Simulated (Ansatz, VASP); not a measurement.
**One calculation of ZrB2, two programs**

```
Zr B
1.0
     3.18618    0.00000    0.00000
    -1.59309    2.75931    0.00000
     0.00000    0.00000    3.54149
Zr B
1 2
Direct
  0.00000 0.00000 0.00000
  0.33333 0.66667 0.50000
  0.66667 0.33333 0.50000
```

Alike in both runs: task relaxation of shape and atoms at fixed volume; functional PBEsol; k mesh 18 × 18 × 12; occupations gaussian, width 0.1 eV; no spin polarisation.

|  | VASP | Ansatz |
| --- | --- | --- |
| version | VASP 6.6.1 | Ansatz 0.2.0 |
| potentials or method | VASP PAW PBE potentials, release 64 (Zr_sv, B) | scalar-relativistic, plane waves, PAW |
| plane-wave cutoff (eV) | 600 | 420 |
| valence electrons in the cell | 18 | 18 |

|  | VASP | Ansatz | Ansatz less VASP |
| --- | --- | --- | --- |
| gap on the k mesh at the Fermi level, each at its own relaxed structure (eV) | none | none | - |
| relaxed volume (Å³/atom) | 10.38 | 10.38 | 0.000 |
| relaxed cell length with the largest relative difference (Å) | 3.546 | 3.546 | 0.0000 |

A gap of «none» marks a metal or a gap that the smearing closes.

Caveats: the PAW data sets were made with another functional, which shifts forces and pressure a little (VASP).
